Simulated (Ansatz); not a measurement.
Set up this calculation in Ansatz 0.2.0, as the native input.

```
Task                : single point
Functional          : PBE
Potentials or basis : Ansatz PAW
Cutoff              : 420 eV (not typed: the program's choice for these potentials)
k mesh              : 10 × 10 × 10
Occupations         : fermi-dirac, width 0.05 eV
Spin                : no spin polarisation
```

The system is CoO.

```xyz
2
Lattice="2.5705 0.0000 0.0000 0.0000 2.5705 0.0000 0.0000 0.0000 2.5705" Properties=species:S:1:pos:R:3 pbc="T T T"
Co    0.0000    0.0000    0.0000
O     1.2853    1.2853    1.2853
```

Measurements of this composition are mostly on another form, of space group No. 225.

These files were run (other wordings do the same):

input.yaml

```yaml
crystal:
  lattice:
    - [2.57052631, 0.0, 0.0]
    - [0.0, 2.57052631, 0.0]
    - [0.0, 0.0, 2.57052631]
  atoms:
    - { symbol: Co, position: [0.0, 0.0, 0.0] }
    - { symbol: O, position: [0.5, 0.5, 0.5] }
hamiltonian:
  xc: pbe
  pseudopotentials: { kind: paw }
kpoints:
  mp_grid: { grid: [10, 10, 10] }
scf:
  occupations: { method: fermi_dirac, width: 0.05 }
output:
  forces: true
  stress: true
  eigenvalues: true
```

Potentials or basis: Ansatz PAW.

Launch:

```sh
$ ansatz run input.yaml --threads 2 --pin off --max-ram 5632MiB --backend cpu --events-out ev --progress --plain --runs-dir out
```

Results of the run:

The pressure is -3.7 GPa. The band gap on the k mesh is none (metal or under the smearing width).

Caveat: the pressure holds a Pulay correction of +0.8 GPa for the finite cutoff; an odd number of electrons without spin polarisation forces a metal; a magnetic or distorted state may lie lower; the run has no spin polarisation, though such a crystal can be magnetic; semilocal functionals often make such compounds metallic where correlation or magnetic order opens a gap, which also shifts bond lengths.

It took 0.38 s on 2 threads of Intel(R) Xeon(R) 6975P-C (Granite Rapids), on a shared host, peak memory 0.34 GiB.
